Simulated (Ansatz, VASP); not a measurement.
Two plane-wave programs on AlN

Contents of POSCAR:

```
AlN
1.0
    0.0000000000      2.1839935596      2.1839935596
    2.1839935596      0.0000000000      2.1839935596
    2.1839935596      2.1839935596      0.0000000000
Al N
1 1
Direct
    0.0000000000      0.0000000000      0.0000000000
    0.2500000000      0.2500000000      0.2500000000
```

The input INCAR.step1:

```
SYSTEM = AlN
  PREC = Accurate
  ENCUT = 520
  EDIFF = 1E-5
  ISMEAR = -1
  SIGMA = 0.05
  LREAL = .False.
  LASPH = .True.
  NELM = 100
  ALGO = Normal
  ISIF = 2
  LWAVE = .True.
  GGA = PE
  NBANDS = 11
```

INCAR.step2

```
SYSTEM = AlN
  PREC = Accurate
  ENCUT = 520
  EDIFF = 1E-7
  ISMEAR = -1
  SIGMA = 0.05
  LREAL = .False.
  LASPH = .True.
  NELM = 100
  ALGO = Normal
  ISIF = 2
  LWAVE = .False.
  LCHARG = .True.
  GGA = B3
  LHFCALC = .True.
  AEXX = 0.2
  AGGAX = 0.72
  AGGAC = 0.81
  ALDAC = 0.19
  PRECFOCK = Normal
  LELF = .True.
  LVHAR = .True.
  ISTART = 1
  NBANDS = 11
```

The input KPOINTS:

```
Automatic mesh
0
Gamma
  5 5 5
  0 0 0
```

The input input.yaml:

```yaml
crystal:
  lattice:
    - [0.0, 2.1839935596, 2.1839935596]
    - [2.1839935596, 0.0, 2.1839935596]
    - [2.1839935596, 2.1839935596, 0.0]
  atoms:
    - { symbol: Al, position: [0.0, 0.0, 0.0] }
    - { symbol: "N", position: [0.25, 0.25, 0.25] }
hamiltonian:
  xc: b3lyp
  pseudopotentials: { kind: paw }
kpoints:
  mp_grid: { grid: [5, 5, 5] }
  band_path:
    path:
      - [[0.0, 0.0, 0.0], [0.5, 0.0, 0.5], [0.5, 0.25, 0.75], [0.375, 0.375, 0.75], [0.0, 0.0, 0.0], [0.5, 0.5, 0.5], [0.625, 0.25, 0.625], [0.5, 0.25, 0.75], [0.5, 0.5, 0.5], [0.375, 0.375, 0.75]]
      - [[0.625, 0.25, 0.625], [0.5, 0.0, 0.5]]
    npoints: 4
scf:
  occupations: { method: fermi_dirac, width: 0.05 }
  n_extra_bands: 6
output:
  forces: true
  stress: true
  eigenvalues: true
  fatbands: false
```

Measurements of this composition are mostly on another form, of space group No. 186.

Alike in both runs: functional B3LYP; k mesh 5 × 5 × 5; occupations fermi-dirac, width 0.05 eV; no spin polarisation.

|  | VASP | Ansatz |
| --- | --- | --- |
| version | VASP 6.6.1 | Ansatz 0.2.0 |
| potentials or method | VASP PAW PBE potentials, release 64 (Al, N) | Ansatz PAW |
| plane-wave cutoff (eV) | 520 | 420 |
| valence electrons in the cell | 8 | 8 |
| task | single point | band structure |

|  | VASP | Ansatz | Ansatz less VASP |
| --- | --- | --- | --- |
| gap on the k mesh at the Fermi level (eV) | 5.87 | 5.86 | -0.006 |
| least direct gap on the mesh (eV) | 6.19 | 6.19 | -0.003 |
| pressure (GPa) | 3.1 | 2.5 | -0.63 |

With one functional, cell and mesh, what is left measures potentials, basis and numerics.

Caveats: the k mesh is coarse (spacing up to 0.50 Å⁻¹), so the values aren't converged, least of all with exact exchange; the PAW data sets were made with another functional, which shifts forces and pressure a little (VASP); an odd mesh through Γ misses points on the zone boundary, where band edges often lie (VASP); the pressure holds a Pulay correction of +0.5 GPa for the finite cutoff (Ansatz); the PAW data sets come from PBE, with cores solved anew for the run's functional, which leaves a small shift of forces and pressure (Ansatz); the thresholds are loose for stress (Ansatz).
